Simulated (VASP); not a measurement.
# VASP 6.6.1 run: Si

INCAR

```
NBANDS = 11
METAGGA = R2SCAN
SIGMA = 0.02
ENCUT = 520
LWAVE = .FALSE.
IMIX = 1
NSW = 0
LCHARG = .FALSE.
ALGO = Normal
NELM = 55
EDIFF = 1E-7
IBRION = -1
BMIX = 0.0001
LASPH = .TRUE.
AMIX = 3
ISMEAR = -1
PREC = Accurate
LREAL = .FALSE.
ISIF = 2
```

KPOINTS

```
KPOINTS created by Atomic Simulation Environment
0
Gamma
8 8 8
0 0 0
```

POSCAR

```
Si
 1.0000000000000000
     0.0000000000000000    2.5835638433999999    2.8231982915999998
     2.5835638433999999    0.0000000000000000    2.8231982915999998
     2.5835638433999999    2.5835638433999999    0.0000000000000000
 Si
   2
Cartesian
  1.2917819216999999  1.2917819216999999  1.4115991457999999
  0.0000000000000000  0.0000000000000000  0.0000000000000000
```

The recommended PBE PAW datasets give the neutral cell 8 valence electrons.

Command

```
mpirun -np 1 vasp_std
```

OSZICAR

```
N       E                     dE             d eps       ncg     rms          rms(c)
DAV:   1    -0.586038979240E+00   -0.58604E+00   -0.33681E+03  1298   0.588E+02
DAV:   2    -0.179946741343E+02   -0.17409E+02   -0.16477E+02  1702   0.873E+01
DAV:   3    -0.185822436052E+02   -0.58757E+00   -0.58526E+00  1666   0.131E+01
DAV:   4    -0.185863532375E+02   -0.41096E-02   -0.41093E-02  1589   0.139E+00
DAV:   5    -0.185863861416E+02   -0.32904E-04   -0.32904E-04  1663   0.114E-01    0.645E+00
DAV:   6    -0.179902267516E+02    0.59616E+00   -0.36601E+00  1493   0.106E+01    0.121E+01
DAV:   7    -0.183672886791E+02   -0.37706E+00   -0.20911E+01  1392   0.230E+01    0.210E+01
DAV:   8    -0.125223233843E+03   -0.10686E+03   -0.34395E+02  1522   0.651E+01    0.468E+01
DAV:   9    -0.140446489238E+04   -0.12792E+04   -0.51114E+03  1827   0.350E+02    0.121E+02
DAV:  10    -0.850789962242E+04   -0.71034E+04   -0.22069E+04  2300   0.560E+02    0.280E+02
DAV:  11    -0.424357855300E+05   -0.33928E+05   -0.61616E+04  2593   0.870E+02    0.606E+02
DAV:  12    -0.185344384522E+06   -0.14291E+06   -0.13347E+05  2593   0.220E+03    0.126E+03
DAV:  13    -0.779402064265E+06   -0.59406E+06   -0.29468E+05  2596   0.328E+03    0.262E+03
```

Standard output (part)

```
POSCAR found type information on POSCAR Si
 POSCAR found :  1 types and       2 ions
 LDA part: xc-table for (None), standard interpolation
 POSCAR, INCAR and KPOINTS ok, starting setup
 WAVECAR not read
 entering main loop
|     EEEEEEE  RRRRRR   RRRRRR   OOOOOOO  RRRRRR      ###     ###     ###     |
|     E        R     R  R     R  O     O  R     R     ###     ###     ###     |
|     E        R     R  R     R  O     O  R     R     ###     ###     ###     |
|     EEEEE    RRRRRR   RRRRRR   O     O  RRRRRR       #       #       #      |
|     E        R    R   R    R   O     O  R    R      ###     ###     ###     |
|     EEEEEEE  R     R  R     R  OOOOOOO  R     R     ###     ###     ###     |
|     ERROR FEXCP: supplied Exchange-correletion table                        |
|      is too small, maximal index : 8998                                     |
|       ---->  I REFUSE TO CONTINUE WITH THIS SICK JOB ... BYE!!! <----       |
```

VASP stopped with an error.

Q: Why shouldn't this run be trusted?

A: Mixing far too strong. VASP stopped with an error.
